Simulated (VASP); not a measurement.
All values below come from LDA (Ceperley-Alder, Perdew-Zunger), VASP's LDA PAW potentials (set 64) (plane waves; VASP).

The input files of a VASP run:

**KPOINTS**
```
Automatic mesh
0
Gamma
7 7 7
0 0 0
```

File POSCAR:
```
CsBr
1
    3.6691301909     0.0000000000    -0.0000000000
   -0.0000000000     3.6691301909     0.0000000000
   -0.0000000000     0.0000000000     3.6691301909
Cs Br
1 1
Direct
  0.0000000000   0.0000000000   0.0000000000
  0.5000000000   0.5000000000   0.5000000000
```

INCAR:
```
# general
SYSTEM  = CsBr
PREC    = Accurate
ENCUT   = 500
LREAL   = .FALSE.
LASPH   = .TRUE.

# electronic loop
EDIFF   = 1E-6
NELM    = 100
ALGO    = Normal
LMAXMIX = 4

# smearing
ISMEAR  = 0
SIGMA   = 0.05

# ions
IBRION  = 2
NSW     = 40
ISIF    = 3
EDIFFG  = -0.02
PSTRESS = 200

# output
LWAVE   = .FALSE.
LCHARG  = .FALSE.
```

POTCAR, in this order: Cs_sv Br (LDA.64 set). Program: vasp_std.

The run wrote:

OUTCAR:
```
 ion  position               nearest neighbor table
   1  0.000  0.000  0.000-
   2  0.500  0.500  0.500-
  LATTYP: Found a simple cubic cell.
 ALAT       =     3.6691301909
 Subroutine PRICEL returns:
 Original cell was already a primitive cell.
 Subroutine GETGRP returns: Found 48 space group operations
The static configuration has the point symmetry O_h .
The dynamic configuration has the point symmetry O_h .
 Subroutine INISYM returns: Found 48 space group operations
 Subroutine IBZKPT returns following result:
 Found     20 irreducible k-points:

 Following reciprocal coordinates:
            Coordinates               Weight
  0.000000  0.000000  0.000000      1.000000
  0.142857  0.000000  0.000000      6.000000
  0.285714  0.000000  0.000000      6.000000
  0.428571  0.000000  0.000000      6.000000
  0.142857  0.142857  0.000000     12.000000
  0.285714  0.142857  0.000000     24.000000
  0.428571  0.142857  0.000000     24.000000
  0.285714  0.285714  0.000000     12.000000
  0.428571  0.285714  0.000000     24.000000
  0.428571  0.428571  0.000000     12.000000
  0.142857  0.142857  0.142857      8.000000
  0.285714  0.142857  0.142857     24.000000
  0.428571  0.142857  0.142857     24.000000
  0.285714  0.285714  0.142857     24.000000
  0.428571  0.285714  0.142857     48.000000
  0.428571  0.428571  0.142857     24.000000
  0.285714  0.285714  0.285714      8.000000
  0.428571  0.285714  0.285714     24.000000
  0.428571  0.428571  0.285714     24.000000
  0.428571  0.428571  0.428571      8.000000
   k-points           NKPTS =     20   k-points in BZ     NKDIM =     20   number of bands    NBANDS=     12
   number of dos      NEDOS =    301   number of ions     NIONS =      2
   total plane-waves  NPLWV =  21952
   dimension x,y,z NGX =    28 NGY =   28 NGZ =   28
   dimension x,y,z NGXF=    56 NGYF=   56 NGZF=   56
   ions per type =               1   1
   PREC   = accura    normal or accurate (medium, high low for compatibility)
   ISTART =      0    job   : 0-new  1-cont  2-samecut
   ICHARG =      2    charge: 1-file 2-atom 10-const
   ISPIN  =      1    spin polarized calculation?
   LNONCOLLINEAR =      F non collinear calculations
   LSORBIT =      F    spin-orbit coupling
   INIWAV =      1    electr: 0-lowe 1-rand  2-diag
   ENCUT  =  500.0 eV  36.75 Ry    6.06 a.u.   6.69  6.69  6.69*2*pi/ulx,y,z
   NELM   =    100;   NELMIN=  2; NELMDL= -5     # of ELM steps
   EDIFF  = 0.1E-05   stopping-criterion for ELM
   LREAL  =      F    real-space projection
   NLSPLINE    = F    spline interpolate recip. space projectors
   LMAXMIX     =    4 max onsite mixed and CHGCAR
   VOSKOWN=      0    Vosko Wilk Nusair interpolation
   EDIFFG = -.2E-01   stopping-criterion for IOM
   NSW    =     40    number of steps for IOM
   NBLOCK =      1;   KBLOCK =     40    inner block; outer block
   IBRION =      2    ionic relax: 0-MD 1-quasi-New 2-CG
   NFREE  =      1    steps in history (QN), initial steepest desc. (CG)
   ISIF   =      3    stress and relaxation
   ISYM   =      2    0-nonsym 1-usesym 2-fastsym
   TEIN   =    0.0    initial temperature
   TEBEG  =    0.0;   TEEND  =   0.0 temperature during run
   SMASS  =  -3.00    Nose mass-parameter (am)
   PSTRESS=  200.0 pullay stress
   NELECT =      16.0000    total number of electrons
   EFERMI =   0.00;   METHOD = LEGACY
   ISMEAR =     0;   SIGMA  =   0.05  broadening in eV -4-tet -1-fermi 0-gaus
   IALGO  =     38    algorithm
   LDIAG  =      T    sub-space diagonalisation (order eigenvalues)
   IMIX   =      4    mixing-type and parameters
     AMIX     =   0.40;   BMIX     =  1.00
     AMIX_MAG =   1.60;   BMIX_MAG =  1.00
...
```

File OSZICAR:
```
       N       E                     dE             d eps       ncg     rms          rms(c)
DAV:   1     0.901378925310E+02    0.90138E+02   -0.74408E+03   480   0.118E+03
DAV:   2    -0.508299511982E+00   -0.90646E+02   -0.83435E+02   736   0.195E+02
DAV:   3    -0.602218251771E+01   -0.55139E+01   -0.54738E+01   596   0.515E+01
DAV:   4    -0.607332329162E+01   -0.51141E-01   -0.51108E-01   556   0.542E+00
DAV:   5    -0.607369225416E+01   -0.36896E-03   -0.36894E-03   596   0.445E-01    0.350E+00
DAV:   6    -0.588084909369E+01    0.19284E+00   -0.29058E-01   504   0.364E+00    0.194E+00
DAV:   7    -0.584868448528E+01    0.32165E-01   -0.14426E-01   572   0.248E+00    0.709E-01
DAV:   8    -0.584727118667E+01    0.14133E-02   -0.11577E-02   536   0.803E-01    0.759E-02
DAV:   9    -0.584710906839E+01    0.16212E-03   -0.30639E-04   588   0.150E-01    0.494E-02
DAV:  10    -0.584709655554E+01    0.12513E-04   -0.14785E-04   564   0.757E-02    0.221E-02
DAV:  11    -0.584709414601E+01    0.24095E-05   -0.29055E-05   536   0.380E-02    0.533E-03
DAV:  12    -0.584709360798E+01    0.53803E-06   -0.16863E-06   436   0.118E-02
   1 F= 0.31898106E+00 E0= 0.31898106E+00  d E =0.318981E+00
```

File OUTCAR:
```
------------------------ aborting loop because EDIFF is reached ----------------------------------------
  FORCE on cell =-STRESS in cart. coord.  units (eV):
  Direction    XX          YY          ZZ          XY          YZ          ZX
  --------------------------------------------------------------------------------------
  Total        6.1467820      6.1467820      6.1467820      0.0000000     -0.0000000     -0.0000000
  in kB      199.3742316    199.3742316    199.3742316      0.0000000     -0.0000000     -0.0000000
  external PRESSURE =      -0.6257684 kB  Pullay stress =     200.0000000 kB
  volume of cell :       49.40
      direct lattice vectors                 reciprocal lattice vectors
     3.669130191  0.000000000  0.000000000     0.272544158  0.000000000  0.000000000
     0.000000000  3.669130191  0.000000000     0.000000000  0.272544158  0.000000000
     0.000000000  0.000000000  3.669130191     0.000000000  0.000000000  0.272544158
 POSITION                                       TOTAL-FORCE (eV/Angst)
 -----------------------------------------------------------------------------------
      0.00000      0.00000      0.00000         0.000000      0.000000      0.000000
      1.83457      1.83457      1.83457         0.000000      0.000000      0.000000
 -----------------------------------------------------------------------------------
    total drift:                                0.000000      0.000000      0.000000
  FREE ENERGIE OF THE ION-ELECTRON SYSTEM (eV)
  ---------------------------------------------------
  free  energy   TOTEN  =        -5.8470936080 eV

  energy  without entropy=       -5.8470936080  energy(sigma->0) =       -5.84709361
  enthalpy is  TOTEN    =         0.3189810566 eV   P V=        6.1660746646

 reached required accuracy - stopping structural energy minimisation
```
(Selected blocks of OUTCAR.)

The compound is CsBr in the CsCl type structure. It was relaxed first under an external pressure of 20 GPa.
